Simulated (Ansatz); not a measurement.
Crystal: In.

```
In
1.0
    -1.62547    1.62547    2.47370
     1.62547   -1.62547    2.47370
     1.62547    1.62547   -2.47370
In
1
Cartesian
  0.0000 0.0000 0.0000
```

| Quantity | Value |
| --- | --- |
| Program | Ansatz 0.2.0 |
| Task | relaxation of cell and atoms |
| Functional | HF |
| Potentials or basis | Ansatz PAW |
| Cutoff | 420 eV (not typed: the program's choice for these potentials) |
| k mesh | 6 × 6 × 6 |
| Occupations | fermi-dirac, width 0.05 eV |
| Spin | no spin polarisation |

At the start: volume 26.14 Å³/atom.

**Question.** How do energy, volume and symmetry change on relaxing?

**Answer.** It ends after 6 steps and the volume is 30.09 Å³/atom (+15.1 %); space group I4/mmm (No. 139, to 0.05 Å).

The path:
```tsv
step	energy change (eV)	largest force (eV/Å)	volume (Å³)
1	0.0000	0.0000	26.14
2	-0.0644	0.0000	28.65
3	-0.0711	0.0000	29.75
4	-0.0715	0.0000	30.08
5	-0.0715	0.0000	30.09
6	-0.0721	0.0000	30.09
```

Final structure:
```
CELL_PARAMETERS angstrom
-1.68691 1.68691 2.64306
1.68691 -1.68691 2.64306
1.68691 1.68691 -2.64306
ATOMIC_POSITIONS crystal
In 0.00000 0.00000 0.00000
```

Caveat: the k mesh is coarse (spacing up to 0.46 Å⁻¹), so the values aren't converged, least of all with exact exchange; the volume moved by over 15 % at a fixed basis, so the end points are rough; the plane-wave basis is chosen anew once the cell has moved, so the energies of steps on either side of that aren't comparable; the volume moved by +15 % from the deposited cell, more than functionals usually miss; the PAW data sets come from PBE, with cores solved anew for the run's functional, which leaves a small shift of forces and pressure.
